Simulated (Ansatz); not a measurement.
The elements of this relaxed crystal are hidden behind letters.

```
lattice vectors (Å)
  -2.0115    2.0115    4.4091
   2.0115   -2.0115    4.4091
   2.0115    2.0115   -4.4091
fractional positions
X 0.0000 0.0000 0.0000
Z 0.7500 0.2500 0.5000
Z 0.2500 0.7500 0.5000
Z 0.5000 0.5000 0.0000
```

The calculation used DFT PBE, scalar-relativistic, plane waves, PAW in Ansatz. The final run on the 4-atom cell used 420 eV, a Γ-centred 16×16×16 mesh, 0.10 eV smearing and no spin polarisation.

- Space group: I4/mmm (No. 139)
- Conventional cell: a = 4.023 Å, c = 8.818 Å
- Volume per atom: 17.84 Å³
- Density: 2.93 g/cm³
- Formation energy: −0.36 eV/atom
- Gap on the 16×16×16 mesh of the 4-atom cell: 0 eV (a metal)

Energies are uncorrected and count from the elements' standard states at the same level.

Q: X is a d-block element of period 4 and Z is a p-block element of period 3. Which elements are they?

A: X = Sc, Z = Al, so the formula is ScAl3, here in the TiAl3 (D0_22) type. Density times volume gives a mean mass of 2.93 × 17.84/1.6605 = 31.5 u per atom, and this set has 31.5 u. Among the elements that the hints allow, noble gases aside, only these give it. Sc is surrounded by 12 Al at 2.84–2.98 Å; around Al on a site of symmetry -4m2 lie 8 Al at 2.84–2.98 Å and 4 Sc at 2.98 Å; Al on a site of symmetry 4/mmm is surrounded by 4 Sc at 2.84 Å and 8 Al at 2.98 Å.

A structure relaxed within its symmetry needn't be a true minimum. Another cell of ScAl3 relaxed alike, in Pm-3m (a Materials Project cell), lies 90 meV/atom lower, so this cell isn't the stable form at this level.
